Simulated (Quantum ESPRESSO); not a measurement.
# Hf (Fm-3m) in Quantum ESPRESSO: reference runs, part 2 of 2

Quantum ESPRESSO 7.5. Earlier steps stand in the parts before.

### Step 3. Single point, PBEsol (cell strained at random at fixed volume)

Input file pw.in:

```
&CONTROL
  calculation = 'scf'
  prefix = 'pwscf'
  outdir = './tmp'
  pseudo_dir = './pseudo'
  tprnfor = .true.
  tstress = .true.
  disk_io = 'nowf'
/
&SYSTEM
  ibrav = 0
  nat = 1
  ntyp = 1
  ecutwfc = 45
  ecutrho = 360
  nbnd = 12
  occupations = 'smearing'
  smearing = 'fd'
  degauss = 0.00367493
/
&ELECTRONS
  conv_thr = 2d-10
  electron_maxstep = 120
  mixing_beta = 0.5
/
ATOMIC_SPECIES
Hf   178.4900 hf_pbesol_v1.uspp.F.UPF
CELL_PARAMETERS angstrom
  -0.0434730000    2.2074770000    2.2133560000
   2.1627620000   -0.0426750000    2.2125580000
   2.1720080000    2.2159250000   -0.0519210000
ATOMIC_POSITIONS crystal
Hf     0.0019310000   -0.0112190000   -0.0034220000
K_POINTS automatic
10 10 10 0 0 0
```

Potentials or basis: GBRV 1.5 PBEsol.

On the command line:

```
> OMP_NUM_THREADS=1 mpirun -n 2 pw.x -nk 2 -in pw.in > pw.out
```

pw.out:

```text
This program is part of the open-source Quantum ESPRESSO suite
     for quantum simulation of materials; please cite
         "P. Giannozzi et al., J. Phys.:Condens. Matter 21 395502 (2009);
         "P. Giannozzi et al., J. Phys.:Condens. Matter 29 465901 (2017);
         "P. Giannozzi et al., J. Chem. Phys. 152 154105 (2020);
     in publications or presentations arising from this work. More details at

     K-points division:     npool     =       2
     Subspace diagonalization in iterative solution of the eigenvalue problem:
     a serial algorithm will be used

     G-vector sticks info
     --------------------
     sticks:   dense  smooth     PW     G-vecs:    dense   smooth      PW
     Sum         857     433    151                17049     6021    1221

     Using Slab Decomposition

     bravais-lattice index     =            0
     lattice parameter (alat)  =       5.9079  a.u.
     unit-cell volume          =     147.6677 (a.u.)^3
     number of atoms/cell      =            1
     number of atomic types    =            1
     number of electrons       =        12.00
     number of Kohn-Sham states=           12
     kinetic-energy cutoff     =      45.0000  Ry
     charge density cutoff     =     360.0000  Ry
     scf convergence threshold =      2.0E-10
     mixing beta               =       0.5000
     number of iterations used =            8  plain     mixing
     Exchange-correlation= SLA  PW   PSX  PSC
                           (   1   4  10   8   0   0   0)

     celldm(1)=   5.907862  celldm(2)=   0.000000  celldm(3)=   0.000000
     celldm(4)=   0.000000  celldm(5)=   0.000000  celldm(6)=   0.000000

     crystal axes: (cart. coord. in units of alat)
[... 33 lines left out ...]
     site n.     atom                  positions (alat units)
         1        Hf     tau(   1) = (  -0.0101655  -0.0009089  -0.0065160  )

     number of k points=   504  Fermi-Dirac smearing, width (Ry)=  0.0037

     Number of k-points >= 100: set verbosity='high' to print them.

     Dense  grid:    17049 G-vectors     FFT dimensions: (  36,  36,  36)

     Smooth grid:     6021 G-vectors     FFT dimensions: (  25,  25,  25)

     Initial potential from superposition of free atoms

     starting charge      10.0000, renormalised to      12.0000

     negative rho (up, down):  1.295E-01 0.000E+00
     Starting wfcs are   13 randomized atomic wfcs

     Self-consistent Calculation

     iteration #  1     ecut=    45.00 Ry     beta= 0.50
     Davidson diagonalization with overlap
     ethr =  1.00E-02,  avg # of iterations =  4.2

     negative rho (up, down):  1.126E-01 0.000E+00
[... 67 lines left out ...]
     iteration #  9     ecut=    45.00 Ry     beta= 0.50
     Davidson diagonalization with overlap
     ethr =  3.24E-12,  avg # of iterations =  2.0

     negative rho (up, down):  1.127E-01 0.000E+00

     End of self-consistent calculation

     Number of k-points >= 100: set verbosity='high' to print the bands.

     the Fermi energy is    14.8062 ev

!    total energy              =    -158.52957193 Ry
     estimated scf accuracy    <          3.9E-11 Ry
     smearing contrib. (-TS)   =      -0.00090531 Ry
     internal energy E=F+TS    =    -158.52866662 Ry

     The total energy is F=E-TS. E is the sum of the following terms:
     one-electron contribution =     -18.11094749 Ry
     hartree contribution      =      13.54091031 Ry
     xc contribution           =     -75.28184511 Ry
     ewald contribution        =     -78.67678432 Ry

     convergence has been achieved in   9 iterations

     negative rho (up, down):  1.127E-01 0.000E+00

     Forces acting on atoms (cartesian axes, Ry/au):

     atom    1 type  1   force =     0.00000000    0.00000000    0.00000000

     Total force =     0.000000     Total SCF correction =     0.000000

     Computing stress (Cartesian axis) and pressure

     negative rho (up, down):  1.127E-01 0.000E+00
          total   stress  (Ry/bohr**3)                   (kbar)     P=      -15.09
  -0.00005911   0.00008458   0.00011874           -8.70       12.44       17.47
   0.00008458  -0.00011955   0.00010891           12.44      -17.59       16.02
   0.00011874   0.00010891  -0.00012906           17.47       16.02      -18.98

=------------------------------------------------------------------------------=
   JOB DONE.
=------------------------------------------------------------------------------=
```

It took 27 s on 2 MPI ranks of Arm Neoverse V2, shared host; peak memory 0.28 GiB.

What came out:

```
Free energy            : -2156.9047 eV
Pressure               : -1.5 GPa
Band gap on the k mesh : none (metal or under the smearing width)
```

Levels at points of the mesh, in eV from the Fermi level:
```csv
k point,band 2,band 3,band 4,band 5,band 6,band 7,band 8,band 9,band 10,band 11
"(0.00, 0.00, 0.00)",-29.86,-29.85,-29.81,-7.30,1.13,1.31,1.77,4.11,4.47,11.32
"(0.00, 0.00, -0.50)",-30.72,-29.95,-29.93,-3.76,0.54,1.03,1.43,6.19,6.61,9.57
"(0.00, -0.50, 0.00)",-30.73,-29.96,-29.94,-3.73,0.60,0.97,1.43,6.18,6.66,9.65
"(0.00, -0.50, -0.50)",-30.68,-30.21,-30.15,-3.33,-2.25,2.87,6.43,7.11,7.19,9.52
"(-0.50, 0.00, 0.00)",-30.72,-29.97,-29.93,-3.74,0.59,0.80,1.61,6.34,6.56,9.60
"(-0.50, 0.00, -0.50)",-30.68,-30.19,-30.11,-3.37,-2.19,2.54,6.43,7.01,7.28,9.75
"(-0.50, -0.50, 0.00)",-30.68,-30.18,-30.12,-3.38,-2.19,2.50,6.43,7.02,7.26,9.89
"(-0.50, -0.50, -0.50)",-30.76,-30.01,-29.98,-3.63,0.89,0.92,1.22,6.51,6.66,9.94
```

Spin-orbit coupling is left out, which matters for the levels of Hf.
